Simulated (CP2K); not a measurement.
The system is C.

```
C
1.0
     2.52210    0.00000    0.00000
    -1.26105    2.18420    0.00000
     0.00000    0.00000   12.35570
C
12
Direct
  0.66667 0.33333 0.35417
  0.33333 0.66667 0.85417
  0.66667 0.33333 0.14583
  0.33333 0.66667 0.64583
  0.66667 0.33333 0.47917
  0.33333 0.66667 0.97917
  0.66667 0.33333 0.02083
  0.33333 0.66667 0.52083
  0.00000 0.00000 0.81250
  0.00000 0.00000 0.31250
  0.00000 0.00000 0.68750
  0.00000 0.00000 0.18750
```

This is a hexagonal form of diamond, not graphite.

Base run:

* Program: CP2K 2026.2
* Functional: WC
* Potentials or basis: POTENTIAL_UZH C GTH-PBE-q4; DZVP-MOLOPT-PBE-GTH basis
* Density cutoff: 9184 eV
* k mesh: 9 × 9 × 2
* Occupations: fermi-dirac, width 0.05 eV
* Spin: no spin polarisation

Its results: band gap on the k mesh 4.69 eV, indirect (least direct gap 5.38 eV); pressure 1.2 GPa; largest force 0.327 eV/Å.

Question: After a change of settings the same cell gave: band gap on the k mesh 4.62 eV, indirect (least direct gap 5.35 eV); pressure 0.5 GPa; largest force 0.333 eV/Å. Which change was it?
A. functional from WC to LDA
B. functional from WC to RPBE
C. functional from WC to TASK
D. functional from WC to vdW-DF-cx

Answer: A.

LDA binds more tightly than WC, so the same cell stands under less pressure.

Caveats: the potentials were made for another functional, which shifts forces and pressure; the basis of atomic orbitals isn't converged, which shifts pressures, moduli and gaps.

Runs at the PBE level aren't shown here.
